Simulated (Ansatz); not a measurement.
Runs of Ansatz 0.2.0 on TiAl3. Symmetry: I4/mmm, No. 139, tetragonal system. The conventional cell has a = 3.822 Å, b = 3.822 Å, c = 8.561 Å, α = 90.00°, β = 90.00°, γ = 90.00°. Ti (site symmetry 4/mmm) has 12 Al at 2.70 to 2.87 Å as nearest neighbours. Al (site symmetry -4m2) is surrounded by 8 Al at 2.70 to 2.87 Å and 4 Ti at 2.87 Å. Al (site symmetry 4/mmm) has 4 Ti at 2.70 Å and 8 Al at 2.87 Å as nearest neighbours. The cell comes from a database or a generator and needn't be the stable form of this composition.

```csv
task,level,cell,smearing,gap on the mesh (eV),pressure (GPa),relaxed volume (Å³/atom)
single point,PBE,as given,gaussian 0.016 eV,none,2.1,-
relaxation of cell and atoms,PBEsol+D3(BJ),relaxed,fermi-dirac 0.05 eV,none,0.0,14.99
single point,PBE,as given,gaussian 0.024 eV,none,2.1,-
single point,PBE,as given,gaussian 0.021 eV,none,2.1,-
relaxation of cell and atoms,revPBE+D3(BJ),relaxed,fermi-dirac 0.05 eV,none,0.0,(b)
relaxation of cell and atoms,revPBE,relaxed,fermi-dirac 0.05 eV,none,0.0,(a)
relaxation of cell and atoms,PBE+D4,relaxed,fermi-dirac 0.05 eV,none,0.0,15.47
relaxation of cell and atoms,RPBE,relaxed,fermi-dirac 0.05 eV,none,0.0,16.28
```

Alike in all rows: potentials or basis Ansatz PAW; no spin polarisation; k mesh 10 × 10 × 10; cutoff (eV) 420.

**Question.** Estimate the missing entries.

**Answer.** (a) 16.19; (b) 14.97.

Caveats: the plane-wave basis is chosen anew once the cell has moved, so the energies of steps on either side of that aren't comparable (some runs); the PAW data sets come from PBE, with cores solved anew for the run's functional, which leaves a small shift of forces and pressure (some runs); pairwise dispersion overbinds metals, which lowers pressure and volume (some runs); the potentials were made for another functional, which shifts forces and pressure (some runs).

A k mesh can miss the band edges.

A gap of «none» marks a metal or a gap under the smearing width.

Not every run made on this cell is shown here.
